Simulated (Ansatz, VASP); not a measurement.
Two plane-wave programs on Hf

```xyz
2
Lattice="3.2868 0.0000 0.0000 -1.6434 2.8464 0.0000 0.0000 0.0000 4.7843" Properties=species:S:1:pos:R:3 pbc="T T T"
Hf    0.0000    1.8976    1.1961
Hf    1.6434    0.9488    3.5882
```

Alike in both runs: task single point; functional PBEsol; k mesh 18 × 18 × 10; occupations gaussian, width 0.15 eV; no spin polarisation.

|  | VASP | Ansatz |
| --- | --- | --- |
| version | VASP 6.6.1 | Ansatz 0.2.0 |
| potentials or method | VASP PAW PBE potentials, release 64 (Hf_pv) | scalar-relativistic, plane waves, PAW |
| plane-wave cutoff (eV) | 520 | 420 |
| valence electrons in the cell | 20 | 52 |

Ansatz gave:

* gap on the k mesh at the Fermi level (eV): none
* pressure (GPa): -3.2
* largest component of the traceless stress (GPa): 6.42

Task: Which values does VASP return?

Result: gap on the k mesh at the Fermi level (eV): none; pressure (GPa): -3.5; largest component of the traceless stress (GPa): 6.38.

A gap of «none» marks a metal or a gap that the smearing closes. The functional is the same, so the differences come from potentials, cutoffs and numerics. The two sets of potentials don't hold the same shells in valence.

Caveats: the PAW data sets were made with another functional, which shifts forces and pressure a little (VASP). The runs have no spin-orbit coupling, so splittings on Hf are missing.
